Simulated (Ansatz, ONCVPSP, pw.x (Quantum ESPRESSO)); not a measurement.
**From atom to crystal: ONCV potential for Ta (Z = 73)**

```json
{
  "Element": "tantalum",
  "Generator": "ONCVPSP 4.0.1.1 (patched build)",
  "Type": "optimised norm-conserving Vanderbilt (ONCV)",
  "Functional": "PBE",
  "Relativity": "scalar-relativistic",
  "Frozen core": "[Kr] 4d10 4f14",
  "Valence charge": "13",
  "Reference configuration": "5s2 5p6 5d3 6s2",
  "Partial waves": "5s+6s: rc 2.05 bohr, ncon 4, nbas 8, qcut 7.1 1/bohr, 2 projectors; 5p: rc 1.75 bohr, ncon 4, nbas 8, qcut 10.1 1/bohr, 2 projectors, debl 1.9 Ha; 5d: rc 2.85 bohr, ncon 4, nbas 8, qcut 6 1/bohr, 1 projector",
  "Local potential": "polynomial inside 1.10 bohr (lpopt 5, dvloc0 0 Ha)",
  "Core correction": "Teter function, fcfact 1.75, rcfact 1.65"
}
```

Atomic tests: cutoffs needed: 27 Ha and 33 Ha (the cutoffs (Ha) at which the residual kinetic energy of the hardest occupied pseudo-wave falls to 1 and 0.1 mHa per electron); ghost test: no bound ghost flagged; GHOST(+) flagged for s at 42.3 eV, p at 301.8 eV; largest excitation error: -688 meV (all-electron minus pseudo) for 5s1 5p6 5d3 6s2, out of 4 test configurations.

Crystal test: fcc Ta in pw.x 7.5, no spin, 13³ k-points, Fermi–Dirac smearing 0.01 Ry, cutoffs 80/320 Ry. The reference is all-electron LAPW (Ansatz 0.2.0) with the same functional, mesh and smearing; V0 and B0 come from Birch–Murnaghan fits to the pressures at five volumes. Errors are pseudo minus all-electron; Δ is the rms difference of the E(V) curves that follow from these fits, minima aligned, over ±6 % about the mean V0. Mesh and smearing are coarse, so the numbers serve the comparison and aren't converged zero-temperature values; the lattice is a test structure that the element need not adopt.

| V (Å³/atom) | P all-electron (GPa) | P pseudo (GPa) |
| --- | --- | --- |
| 17.984 | 9.60 | 7.17 |
| 18.458 | 4.06 | 1.89 |
| 18.931 | -0.85 | -2.81 |
| 19.404 | -5.22 | -6.99 |
| 19.878 | -9.10 | -10.71 |

All-electron: a0 = 4.224 Å (V0 = 18.84 Å³/atom), B0 = 188.4 GPa.

Pseudopotential: mean pressure error (GPa): -1.99; a0 (Å): 4.209; a0 error (%): -0.36; B0 error (%): -0.5; Δ (meV/atom): 8.4. The generator flags a localised state at positive energy (s at 42 eV).

Q: At the middle volume, how do free energy and pressure move when the wave cutoff is lowered (ecutrho kept at four times it)?

A:

| cutoff (Ry) | shift of F (meV/atom) | shift of P (GPa) |
| --- | --- | --- |
| 36 | +1651.1 | -37.41 |
| 48 | +343.7 | -13.77 |
| 64 | +21.5 | -1.49 |

The run at the middle volume (84 k-points, 7 iterations) took about 45 s on one core of a shared host (Neoverse-N1, 64 threads, 124 GiB, load 59).
